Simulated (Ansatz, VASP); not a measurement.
One calculation of MnSi3, two programs

```
Mn Si
1.0
     2.74569    0.00000    0.00000
     0.00000    2.74569    0.00000
     0.00000    0.00000   14.92291
Mn Si
2 6
Cartesian
  1.3728 1.3728 3.7307
  1.3728 1.3728 11.1922
  0.0000 0.0000 5.0799
  0.0000 0.0000 12.5413
  0.0000 0.0000 2.3816
  0.0000 0.0000 9.8430
  0.0000 2.7457 0.0000
  0.0000 2.7457 7.4615
```

Alike in both runs: task single point; functional PBE; k mesh 8 × 8 × 2; occupations gaussian, width 0.2 eV; no spin polarisation.

```csv
,VASP,Ansatz
version,VASP 6.6.1,Ansatz 0.2.0
potentials or method,"VASP PAW PBE potentials, release 64 (Mn_pv, Si)","scalar-relativistic, plane waves, PAW"
plane-wave cutoff (eV),520,420
valence electrons in the cell,50,54
```

|  | VASP | Ansatz | Ansatz less VASP |
| --- | --- | --- | --- |
| gap on the k mesh at the Fermi level (eV) | none | none | - |
| pressure (GPa) | 0.0 | 0.1 | +0.04 |
| largest component of the traceless stress (GPa) | 0.06 | 0.03 | -0.028 |
| rms of the force components (eV/Å) | 0.057 | 0.055 | -0.0018 |

Atom by atom the forces differ by 0.002 eV/Å (rms over components). A gap of «none» marks a metal or a gap that the smearing closes. With one functional, cell and mesh, what is left measures potentials, basis and numerics. The two sets of potentials don't hold the same shells in valence.

Spin polarisation is off, so any magnetic state and its effect on volume and gap are missing.
